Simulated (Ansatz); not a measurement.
**ZnCu2SnS4: Sn-119 Mössbauer parameters**

Cell: a measured structure from the Crystallography Open Database (COD).

Space group I-4 (No. 82); a = 5.4342, c = 10.8496 Å.

```
site  Wyckoff  site symmetry       x       y       z
  Zn       2d           -4..  0.5000  0.0000  0.2500
 Cu2       2a           -4..  0.0000  0.0000  0.0000
 Cu3       2c           -4..  0.0000  0.5000  0.2500
  Sn       2b           -4..  0.0000  0.0000  0.5000
   S       8g              1  0.7562  0.2434  0.1282
```

One atom of each set is listed; the run and its k-mesh use a cell of 8 atoms with edges of 6.65, 6.65, 6.65 Å.

Method: Kohn–Sham DFT in Ansatz, PBE, plane waves and PAW, scalar-relativistic, 420 eV cutoff, Γ-centred 7×7×7 k-points, Fermi–Dirac smearing 0.02 eV.

Isomer shifts (against SnO₂) follow from the electron density at the nucleus, δ = α(ρ − ρ₀), with α = 0.099 mm s⁻¹ a₀³ and ρ₀ = 183191.44 a₀⁻³ from a line fitted to 8 measured compounds at this level of theory (rms miss 0.12 mm/s). ΔE_Q = ½eQV_zz(1 + η²/3)^½ with Q = -0.132 b for the 23.9 keV state.

(1) Where do the absorption lines lie?

Answers

(1) Sn (1 atom a cell): δ = 1.54, |ΔE_Q| = 0.07 mm/s, a doublet too narrow to resolve, seen as one line at 1.54 mm/s.

The largest force is 0.6 eV/Å, so the atoms aren't at the calculated equilibrium and relaxing them would move these values. Without spin–orbit coupling (the program notes it for Sn) the gradients can shift somewhat, as the gap is small. With a gap of 0.3 eV on this mesh, small gradients can still move by 0.1 × 10²¹ V/m² or more as the k-mesh gets denser.
